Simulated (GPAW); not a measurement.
The system is C.

```
C
1.0
     0.00000    1.78337    1.78337
     1.78337    0.00000    1.78337
     1.78337    1.78337    0.00000
C
2
Direct
  0.75000 0.75000 0.75000
  0.50000 0.50000 0.50000
```

This isn't the form of C at room conditions, which is graphite.

* Program: GPAW 26.7.0
* Task: relaxation of cell and atoms
* Functional: RPBE
* Potentials or basis: the program's PAW data sets (release 1.2.1) made for this functional
* Cutoff: 800 eV
* Basis: pw
* k mesh: 13 × 13 × 13
* Occupations: fermi-dirac, width 0.05 eV
* Spin: no spin polarisation

At the start: pressure 7.6 GPa; volume 5.67 Å³/atom.

Problem. Where does the relaxation end?

Solution. Over 3 steps the energy falls by 2.8 meV/atom and the volume is 5.77 Å³/atom (+1.7 %); space group Fd-3m (No. 227, to 0.05 Å).

Step by step:
| step | energy change (eV) | largest force (eV/Å) | pressure (GPa) | volume (Å³) |
| --- | --- | --- | --- | --- |
| 1 | 0.0000 | 0.0000 | 7.60 | 11.34 |
| 2 | -0.0029 | 0.0000 | 5.04 | 11.41 |
| 3 | -0.0057 | 0.0000 | 0.07 | 11.54 |

Final structure:
```
C
1.0
     0.00000    1.79368    1.79368
     1.79368    0.00000    1.79368
     1.79368    1.79368    0.00000
C
2
Direct
  0.75000 0.75000 0.75000
  0.50000 0.50000 0.50000
```

The cell as given is a measured one (5.67 Å³/atom); RPBE puts the equilibrium volume +1.7 % from it, thermal expansion not counted.

Caveat: later steps reuse the first step's grids.
